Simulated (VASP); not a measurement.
```yaml
crystal:
  lattice:
    - [4.24623, 0.00000, 0.00000]
    - [0.00000, 4.24623, 0.00000]
    - [0.00000, 0.00000, 4.24623]
  atoms:
    - { symbol: Ba, position: [0.50000, 0.50000, 0.50000] }
    - { symbol: Sn, position: [0.00000, 0.00000, 0.00000] }
    - { symbol: O, position: [0.00000, 0.50000, 0.00000] }
    - { symbol: O, position: [0.50000, 0.00000, 0.00000] }
    - { symbol: O, position: [0.00000, 0.00000, 0.50000] }
```

The numbers are results of PBE GGA, VASP's PBE PAW potentials (set 64) (plane waves; VASP), not measurements. Numerical set-up: 400 eV cut-off, 5×5×5 Γ-centred mesh, Gaussian smearing of 0.050 eV, potentials Ba_sv Sn_d O.

At this cut-off the stress carries a Pulay error, which pulls relaxed volumes low. Unless said otherwise, spin-orbit coupling is left out, though it shifts the bands of the heavy elements here.

Problem. Predict the energy per atom (σ→0), pressure, band gap (on the k-mesh) with the smallest direct gap where there is one.

Solution. 
```json
{
  "band gap (on the k-mesh)": "none (metal, semimetal or under 0.01 eV)",
  "energy per atom (σ→0)": "-6.287 eV/atom",
  "pressure": "-8.61 GPa"
}
```

The structure comes from a computed database's BaSnO3 entry; how it stands against other phases isn't given here. The cell was not relaxed at this level.
